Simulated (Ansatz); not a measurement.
Epitaxial strain in ZrS₂: moduli and critical thickness

The calculation used DFT r2SCAN, scalar-relativistic, plane waves, PAW (Ansatz 0.2.0). Settings: 500 eV cutoff, 12×12×6 k-mesh, Gaussian smearing of 0.02 eV, no spin polarisation.

The relaxed crystal:

```yaml
crystal:
  lattice:
    - [3.69100, 0.00000, 0.00000]
    - [-1.84550, 3.19650, 0.00000]
    - [0.00000, 0.00000, 6.09632]
  atoms:
    - { symbol: Zr, position: [0.00000, 0.00000, 0.00000] }
    - { symbol: S, position: [0.66667, 0.33333, 0.76433] }
    - { symbol: S, position: [0.33333, 0.66667, 0.23567] }
```

The a-b plane is strained alike in both directions, as on a substrate, while c and the atoms relax within the symmetry that the strain leaves. Stress is positive in compression; energies are free energies at the smearing used, per atom.

```csv
strain (%),c (Å),σ in plane (GPa),ΔE (meV/atom)
-3.0,6.1690,5.34,22.80
-2.0,6.1470,3.42,9.92
-1.0,6.1265,1.64,2.43
+0.0,6.0963,0.00,0.00
+1.0,6.0733,-1.53,2.33
+2.0,6.0448,-2.95,9.12
+3.0,6.0156,-4.27,20.12
```

Q: Get the biaxial modulus twice, from the stresses and from the energies of the innermost pair.

A: From stress: M = −Δσ/Δε = (1.64 − (-1.53)) / 0.020 = 159 GPa. Two in-plane directions each store σε/2, so the energy density is Mε²: M = (mean ΔE)/(V ε²) = 2.38 meV / (23.975 Å³ × 0.010²) × 0.16022 GPa Å³/meV = 159 GPa. The two agree.

Q: How well does Mε², with M from the stresses, predict the outermost points?

A: 21.4 meV predicted against 22.8 computed at -3.0 %; 21.4 meV predicted against 20.1 computed at +3.0 %. Compression costs more than stretching, the usual sign of bonds that stiffen as they shorten.

Q: How does c respond, and up to what thickness can a film with 1 % or 2 % misfit stay coherent on a thick substrate?

A: c answers with ε_c = −0.44 ε. In an isotropic solid that ratio is 2ν/(1 − ν), so ν = r/(2 + r) = 0.18. A film of thickness h stores Mε²h per area, 15.9 mJ/m² per nm at 1 %. The Matthews–Blakeslee balance for pure edge misfit dislocations, h = b/(8πf(1 + ν)) × (ln(h/b) + 1), with b taken as the in-plane vector a = 3.69 Å, solved by iteration, gives 4.3 nm at f = 1 % and 1.5 nm at 2 %. This is an isotropic estimate in which the moduli cancel; the real Burgers vector, glide system, anisotropy and slow kinetics can shift it by a factor of a few, mostly upward.